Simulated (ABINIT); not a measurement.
## AgBr (Fm-3m): G0W0 in ABINIT against the wavefunction cutoff in GW

Wanted: the cheapest wavefunction cutoff in GW that holds the gap of AgBr (Fm-3m).

Main program and level: ABINIT 10.8.3; PBE and many-body steps on it, plane waves.

This is a report of a sequence of runs, with most program output left out.

The database entry behind the starting cell differs from later determinations by our own check (about 0.6 % short of the room-temperature cell), so it need not match the best structure at ambient conditions.

### Step 1. The structure

The structure is cubic, space group Fm-3m (No. 225). Conventional cell: a = 5.740 Å, b = 5.740 Å, c = 5.740 Å, α = 90.00°, β = 90.00°, γ = 90.00°. Nearest to Ag lie 6 Br at 2.87 Å. Nearest to Br lie 6 Ag at 2.87 Å. Farther neighbours and most contacts between anions are not listed.

The cell and positions come from the Crystallography Open Database and are kept as given unless a step says otherwise.

### Step 2. Screening, 4×4×4 mesh, 89 bands, screening to 163.3 eV

This step: ABINIT 10.8.3; RPA screening on PBE, plane waves, norm-conserving pseudopotentials.

The RPA dielectric matrix is built and inverted for each q.

File run.abi:

```
acell 3*1.0 Angstrom
rprim 
  -0.000000000000 2.870150000000 2.870150000000
  2.870150000000 0.000000000000 2.870150000000
  2.870150000000 2.870150000000 0.000000000000
ntypat 2
znucl 47 35
natom 2
typat 1 2
xred 
  0.000000000000 0.000000000000 0.000000000000
  0.500000000000 0.500000000000 0.500000000000
pp_dirpath "pseudos"
pseudos "Ag.upf, Br.upf"
ecut 37
ngkpt 4 4 4
nshiftk 1
shiftk 0 0 0
kptopt 1
chksymbreak 0
istwfk *1
occopt 1
irdwfk 1
optdriver 3
nband 89
ecuteps 6
inclvkb 2
awtr 1
symchi 1
ecutwfn 11.1
indata_prefix "in"
outdata_prefix "out"
tmpdata_prefix "tmp"
```

The run is started by

```sh
$ OMP_NUM_THREADS=1 mpirun -n 8 abinit run.abi > log
```

Run time: 8.5 s. Hardware: 8 MPI ranks of AMD EPYC 7R43, shared host; peak memory 0.75 GiB.

Numbers from this step:

```yaml
eps_infinity_with_local_fields_on_this_mesh_along_the_program_s_q_direction: 6.871
the_same_without_local_fields: 7.415
plasma_frequency: 27.35 eV
plane_waves_in_the_screening_matrix: 229
```

Local fields lower ε∞ by 7 %. On a Γ-centred mesh this coarse the value itself is usually too large, while a short band sum pulls it down.

### Step 3. 11.1 Ha

This step: G0W0 on PBE, plane waves, norm-conserving pseudopotentials.

run.abi: that of step 2 with these lines changed.

```diff
@@ -23,8 +23,17 @@
 irdwfk 1
-optdriver 3
+optdriver 4
 nband 89
+gwcalctyp 0
+ecutsigx 11.1
+symsigma 1
+nkptgw 2
+kptgw 
+  0.5000000000 0.0000000000 0.0000000000
+  0.0000000000 0.0000000000 0.0000000000
+bdgw 
+  12 15
+  11 17
 ecuteps 6
-inclvkb 2
-awtr 1
-symchi 1
+irdscr 1
+ppmodel 1
 ecutwfn 11.1
```

Run time: 6.9 s. Hardware: 8 MPI ranks; peak memory 0.85 GiB.

Numbers from this step:

| Property | Result |
| --- | --- |
| G0W0 gap on the points computed | 0.9240 eV |
| starting gap on the mesh | 0.6721 eV |
| k of the valence top | 0.5, 0, 0 |
| k of the conduction bottom | 0, 0, 0 |
| Z at the valence top | 0.807 |
| Z at the conduction bottom | 0.827 |
| least direct G0W0 gap on the computed points | 3.715 eV |

### Step 4. Screening, 4×4×4 mesh, 89 bands, screening to 163.3 eV

This step: RPA screening on PBE, plane waves, norm-conserving pseudopotentials.

run.abi: that of step 3 with these lines changed.

```diff
@@ -23,18 +23,9 @@
 irdwfk 1
-optdriver 4
+optdriver 3
 nband 89
-gwcalctyp 0
-ecutsigx 11.1
-symsigma 1
-nkptgw 2
-kptgw 
-  0.5000000000 0.0000000000 0.0000000000
-  0.0000000000 0.0000000000 0.0000000000
-bdgw 
-  12 15
-  11 17
 ecuteps 6
-irdscr 1
-ppmodel 1
-ecutwfn 11.1
+inclvkb 2
+awtr 1
+symchi 1
+ecutwfn 18.5
 indata_prefix "in"
```

Wall time 12 s (8 MPI ranks); peak memory 0.94 GiB.

This step gave:

```
ε∞ with local fields, on this mesh, along the program's q direction : 6.849
the same without local fields                                       : 7.396
plasma frequency                                                    : 27.52 eV
plane waves in the screening matrix                                 : 229
```

### Step 5. 18.5 Ha

The self-energy is evaluated for the states that the input lists, and the levels follow from it, in one-shot runs by the linearised quasiparticle equation.

This step: G0W0 on PBE, plane waves, norm-conserving pseudopotentials.

run.abi: that of step 4 with these lines changed.

```diff
@@ -23,8 +23,17 @@
 irdwfk 1
-optdriver 3
+optdriver 4
 nband 89
+gwcalctyp 0
+ecutsigx 18.5
+symsigma 1
+nkptgw 2
+kptgw 
+  0.5000000000 0.0000000000 0.0000000000
+  0.0000000000 0.0000000000 0.0000000000
+bdgw 
+  12 15
+  11 17
 ecuteps 6
-inclvkb 2
-awtr 1
-symchi 1
+irdscr 1
+ppmodel 1
 ecutwfn 18.5
```

It took 7.7 s on 8 MPI ranks; peak memory 1 GiB.

This step gave:

* G0W0 gap on the points computed: 1.436 eV
* starting gap on the mesh: 0.6721 eV
* k of the valence top: 0.5, 0, 0
* k of the conduction bottom: 0, 0, 0
* Z at the valence top: 0.8
* Z at the conduction bottom: 0.827
* least direct G0W0 gap on the computed points: 3.716 eV

The gap on the mesh goes from 0.67 eV to 1.44 eV, a correction of +0.76 eV.

### Step 6. Screening, 4×4×4 mesh, 89 bands, screening to 163.3 eV

This step: RPA screening on PBE, plane waves, norm-conserving pseudopotentials.

run.abi: that of step 5 with these lines changed.

```diff
@@ -23,18 +23,9 @@
 irdwfk 1
-optdriver 4
+optdriver 3
 nband 89
-gwcalctyp 0
-ecutsigx 18.5
-symsigma 1
-nkptgw 2
-kptgw 
-  0.5000000000 0.0000000000 0.0000000000
-  0.0000000000 0.0000000000 0.0000000000
-bdgw 
-  12 15
-  11 17
 ecuteps 6
-irdscr 1
-ppmodel 1
-ecutwfn 18.5
+inclvkb 2
+awtr 1
+symchi 1
+ecutwfn 27.8
 indata_prefix "in"
```

Wall time 16 s (8 MPI ranks); peak memory 1.2 GiB; 2.1 min of CPU time.

Numbers from this step:

```
ε∞ with local fields, on this mesh, along the program's q direction : 6.821
the same without local fields                                       : 7.366
plasma frequency                                                    : 27.53 eV
plane waves in the screening matrix                                 : 229
```

### Step 7. 27.8 Ha

This step: G0W0 on PBE, plane waves, norm-conserving pseudopotentials.

run.abi: that of step 6 with these lines changed.

```diff
@@ -23,8 +23,17 @@
 irdwfk 1
-optdriver 3
+optdriver 4
 nband 89
+gwcalctyp 0
+ecutsigx 27.8
+symsigma 1
+nkptgw 2
+kptgw 
+  0.5000000000 0.0000000000 0.0000000000
+  0.0000000000 0.0000000000 0.0000000000
+bdgw 
+  12 15
+  11 17
 ecuteps 6
-inclvkb 2
-awtr 1
-symchi 1
+irdscr 1
+ppmodel 1
 ecutwfn 27.8
```

Run time: 8 s. Hardware: 8 MPI ranks; peak memory 1.2 GiB; 61 s of CPU time.

Numbers from this step:

| Item | Value |
| --- | --- |
| G0W0 gap on the points computed | 1.559 eV |
| starting gap on the mesh | 0.6721 eV |
| k of the valence top | 0.5, 0, 0 |
| k of the conduction bottom | 0, 0, 0 |
| least direct G0W0 gap on the computed points | 3.716 eV |

Against the run before, the gap moves by +0.123 eV.

### Step 8. Screening, 4×4×4 mesh, 89 bands, screening to 163.3 eV

This step: RPA screening on PBE, plane waves, norm-conserving pseudopotentials.

run.abi: that of step 7 with these lines changed.

```diff
@@ -23,18 +23,8 @@
 irdwfk 1
-optdriver 4
+optdriver 3
 nband 89
-gwcalctyp 0
-ecutsigx 27.8
-symsigma 1
-nkptgw 2
-kptgw 
-  0.5000000000 0.0000000000 0.0000000000
-  0.0000000000 0.0000000000 0.0000000000
-bdgw 
-  12 15
-  11 17
 ecuteps 6
-irdscr 1
-ppmodel 1
-ecutwfn 27.8
+inclvkb 2
+awtr 1
+symchi 1
 indata_prefix "in"
```

Elapsed: 18 s, on 8 MPI ranks; peak memory 1.4 GiB.

This step gave:

```yaml
eps_infinity_with_local_fields_on_this_mesh_along_the_program_s_q_direction: 6.818
the_same_without_local_fields: 7.363
plasma_frequency: 27.53 eV
plane_waves_in_the_screening_matrix: 229
```

### Step 9. 37 Ha

This step: G0W0 on PBE, plane waves, norm-conserving pseudopotentials.

run.abi: that of step 8 with these lines changed.

```diff
@@ -23,8 +23,17 @@
 irdwfk 1
-optdriver 3
+optdriver 4
 nband 89
+gwcalctyp 0
+ecutsigx 37
+symsigma 1
+nkptgw 2
+kptgw 
+  0.5000000000 0.0000000000 0.0000000000
+  0.0000000000 0.0000000000 0.0000000000
+bdgw 
+  12 15
+  11 17
 ecuteps 6
-inclvkb 2
-awtr 1
-symchi 1
+irdscr 1
+ppmodel 1
 indata_prefix "in"
```

The job ended after 6.8 s (8 MPI ranks; peak memory 1.5 GiB; 52 s of CPU time).

Numbers from this step:

| Property | Result |
| --- | --- |
| G0W0 gap on the points computed | 1.581 eV |
| starting gap on the mesh | 0.6721 eV |
| k of the valence top | 0.5, 0, 0 |
| k of the conduction bottom | 0, 0, 0 |
| least direct G0W0 gap on the computed points | 3.717 eV |

Against the run before, the gap moves by +0.022 eV.

### Step 10. Side by side

Times are wall times on 8 MPI ranks of AMD EPYC 7R43, shared host, good to a factor of about two. A run's time includes the screening step that it read.

```tsv
run	mesh	bands	screening cutoff (eV)	DFT gap (eV)	gap on the mesh (eV)	direct (eV)	ε∞ used	time
11.1 Ha	4×4×4	89	163.3	0.672	0.924	3.715	6.87	15 s
18.5 Ha	4×4×4	89	163.3	0.672	1.436	3.716	6.85	20 s
27.8 Ha	4×4×4	89	163.3	0.672	1.559	3.716	6.82	24 s
37 Ha	4×4×4	89	163.3	0.672	1.581	3.717	6.82	25 s
```

### Step 11. Summary of results

| Property | Result |
| --- | --- |
| 11.1 Ha | 0.924 eV |
| 18.5 Ha | 1.436 eV |
| 27.8 Ha | 1.559 eV |
| 37 Ha | 1.581 eV |
| known limits | not at the basis limit; d shell near the gap, gap tends to lie low; no spin-orbit coupling; coarse k mesh |

The setting moved: wavefunction cutoff in GW. From 11.1 Ha to 37 Ha the gap moves by +0.66 eV. The last step still moves it by +0.022 eV. Bands and screening cutoff are coupled, so a series along one setting does not show full convergence. The exchange cutoff follows the wavefunction cutoff here. Bands and cutoff are finite, so the gap is not at the basis limit. The miss can reach some tenths of an eV and take either sign; the mesh is an error of its own. In the G0W0 runs levels were corrected at 2 k points alone, so a gap called «on the mesh» is the least over those, and an edge elsewhere would be missed. The 4×4×4 mesh is coarse for this cell, which bears on the long-range parts of exchange and screening. A d shell, filled or nearly so, lies near the gap. One-shot GW converges very slowly in bands there, not always from below, and on a semilocal start the gap tends to come out low; starts rich in exact exchange can overshoot instead. The many-body steps are scalar-relativistic: spin-orbit coupling is not in them.

[Paths, hosts, dates, memory and timing lines, banners, echoed tables and standing remarks are left out of the program output.]

[Logs are printed without paths, hosts, clocks, repeated set-up lines and the standing remarks that a program may print on its own settings, such as how far it seeks lower states.]

[Runs of the session that timed out or met a known fault of the program may be left out.]

[Hosts, paths, dates, database ids (printed as entryN), source tags and the programs' standing remarks are cut or masked in the printed files.]

[G0W0 gaps are taken among the corrected bands and points alone; a level outside them can change the order at an edge.]

[Where Ansatz stands beside ABINIT at settings called matched, ABINIT's density can come from a denser mesh and the files from another edition; pairs whose starting gaps differed by over 0.03 eV were left out, so agreement reads better than it is.]
